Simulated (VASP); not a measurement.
VASP 6.6.1 run: GaN

INCAR

```
ISMEAR = -1
GGA = RP
IBRION = -1
SIGMA = 0.02
PREC = Accurate
ISIF = 2
LREAL = .FALSE.
LASPH = .TRUE.
ENCUT = 520
NSW = 0
NELM = 83
EDIFF = 1E-7
LCHARG = .FALSE.
NBANDS = 16
LWAVE = .FALSE.
```

KPOINTS

```
KPOINTS created by Atomic Simulation Environment
0
Gamma
10 10 10
0 0 0
```

POSCAR

```
Ga N
 1.0000000000000000
     0.0000000000000000    2.2489525411000000    2.3389106427000002
     2.2489525411000000    0.0000000000000000    2.3389106427000002
     2.2489525411000000    2.2489525411000000    0.0000000000000000
 Ga  N
   1   1
Cartesian
  0.0000000000000000  0.0000000000000000  0.0000000000000000
  1.1244762705499998  1.1244762705499998  1.1694553213500001
```

The recommended PBE PAW datasets give the neutral cell 18 valence electrons.

Command

```
mpirun -np 1 vasp_std
```

Question: How does this run end, and what does it give?

Answer: It converged. Results: gap between bands v and c on the k mesh 1.49 eV; least direct gap on the k mesh 1.49 eV; pressure 2.7 GPa. Band v is the last that the valence electrons fill when counted band by band, and c is the next.

OSZICAR

```
N       E                     dE             d eps       ncg     rms          rms(c)
DAV:   1     0.828545824880E+02    0.82855E+02   -0.94020E+03  3704   0.201E+03
DAV:   2    -0.724104749697E+01   -0.90096E+02   -0.84197E+02  3736   0.329E+02
DAV:   3    -0.131710995373E+02   -0.59301E+01   -0.59061E+01  3832   0.706E+01
DAV:   4    -0.132395898786E+02   -0.68490E-01   -0.68477E-01  4216   0.820E+00
DAV:   5    -0.132404860957E+02   -0.89622E-03   -0.89621E-03  3896   0.837E-01    0.761E+00
DAV:   6    -0.113078418960E+02    0.19326E+01   -0.48230E+00  4936   0.380E+01    0.272E+00
DAV:   7    -0.113224018974E+02   -0.14560E-01   -0.31012E-01  3536   0.657E+00    0.179E+00
DAV:   8    -0.113263471082E+02   -0.39452E-02   -0.59038E-02  3568   0.330E+00    0.803E-01
DAV:   9    -0.113220486024E+02    0.42985E-02   -0.13879E-02  4760   0.268E+00    0.215E-01
DAV:  10    -0.113227009990E+02   -0.65240E-03   -0.19029E-03  3672   0.581E-01    0.122E-01
DAV:  11    -0.113225825456E+02    0.11845E-03   -0.32808E-04  4536   0.276E-01    0.107E-02
DAV:  12    -0.113225938992E+02   -0.11354E-04   -0.49664E-05  3664   0.626E-02    0.141E-02
DAV:  13    -0.113225933943E+02    0.50498E-06   -0.13026E-06  4288   0.189E-02    0.439E-03
DAV:  14    -0.113225932512E+02    0.14310E-06   -0.13093E-07  3216   0.450E-03    0.569E-04
DAV:  15    -0.113225932450E+02    0.61432E-08   -0.25959E-08  2072   0.152E-03
   1 F= -.11322593E+02 E0= -.11322593E+02  d E =-.841989E-12
```

For comparison, a separate PBE run of the intended cell, on usual settings and not on those above, gives a gap of 1.44 eV on its mesh and a pressure of -1.0 GPa.
